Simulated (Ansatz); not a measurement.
Level of theory: DFT PBE, scalar-relativistic, plane waves, PAW (Ansatz). All cells share a 420 eV cutoff and Γ-centred k meshes spaced at most about 0.3 Å⁻¹ (about 0.25 or finer for metals, 2π included). No spin polarisation.

All energies are static (0 K, no zero-point motion).

Question: Order these relaxed structures of Nb₃C by energy, lowest first, with the energy over the lowest of them.
1.

Space group P6_3/mmc (No. 194). a = 5.356 Å, b = 5.356 Å, c = 4.741 Å, α = 90.00°, β = 90.00°, γ = 120.00°
```
atom  site  symmetry       x       y       z
  Nb    6h       mm2  0.3368  0.1684  0.7500
   C    2d      -6m2  0.6667  0.3333  0.2500
```

2.

Space group Fm-3m (No. 225). a = 6.194 Å, b = 6.194 Å, c = 6.194 Å, α = 90.00°, β = 90.00°, γ = 90.00°
```json
{"atom": "Nb", "site": "4a", "symmetry": "m-3m", "x": "0.0000", "y": "0.0000", "z": "0.0000"}
{"atom": "Nb", "site": "8c", "symmetry": "-43m", "x": "0.2500", "y": "0.7500", "z": "0.7500"}
{"atom": "C", "site": "4b", "symmetry": "m-3m", "x": "0.5000", "y": "0.0000", "z": "0.0000"}
```

3.

Space group Pm-3m (No. 221). a = 3.877 Å, b = 3.877 Å, c = 3.877 Å, α = 90.00°, β = 90.00°, γ = 90.00°
| atom | site | symmetry | x | y | z |
| --- | --- | --- | --- | --- | --- |
| Nb | 3c | 4/mm.m | 0.0000 | 0.5000 | 0.5000 |
| C | 1a | m-3m | 0.0000 | 0.0000 | 0.0000 |

Answer: 3 (0 meV/atom), 1 (43 meV/atom), 2 (250 meV/atom). Forms: cell 3 Cu3Au (L1_2) type, Pm-3m; cell 1 Ni3Sn (D0_19) type, P6_3/mmc; cell 2 BiF3 (D0_3) type, Fm-3m. Counting Nb atoms around C (those within 1.25 times the shortest such distance or 1.15 times the sum of covalent radii; a plus sign parts nearer from farther groups): cell 3 has C 12; cell 1 has C 12; cell 2 has C 8+6. All come from invented guesses. The lowest form computed isn't among them: it has space group P6_3/m (No. 176), 15.2 Å³/atom and lies 0.69 eV/atom below the best shown. Even the lowest of the cells shown lies +0.72 eV/atom against the elements.

Cells relaxed within their symmetry can be saddle points. Some candidate types were left out of the draw beforehand, so a known form may be missing.
